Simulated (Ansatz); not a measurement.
Input and command of a plane-wave DFT calculation in Ansatz:

```yaml
crystal:
  lattice:
    - [0.0, 1.9133, 2.1147]
    - [1.9133, 0.0, 2.1147]
    - [1.9133, 1.9133, 0.0]
  atoms:
    - { symbol: Li, position: [0.0, 0.0, 0.0] }
    - { symbol: F, position: [0.5, 0.5, 0.5] }
basis:
  ecutwfc: 500
kpoints:
  mp_grid: { grid: [10, 10, 10] }
hamiltonian:
  xc: r2scan
scf:
  occupations: { method: gaussian, width: 0.05 }
output:
  forces: true
  stress: true
  eigenvalues: true
```

```bash
ansatz run input.yaml --threads 1 --pin off --max-ram 2560MiB --backend cpu --events-out ev --progress --plain --runs-dir out
```

Processor: Oxide Virtual Turin-like Processor (Zen 5), 1 thread, on a host shared with other jobs.

Task: How long does it run, and how much memory does it take?

Result: About 2.8 s on 1 thread of Oxide Virtual Turin-like Processor (Zen 5), with other jobs on the host, peak memory 0.38 GiB. It solves 9 bands at 102 k points (the mesh reduced by symmetry) with about 371 plane waves, in 6 SCF iterations.
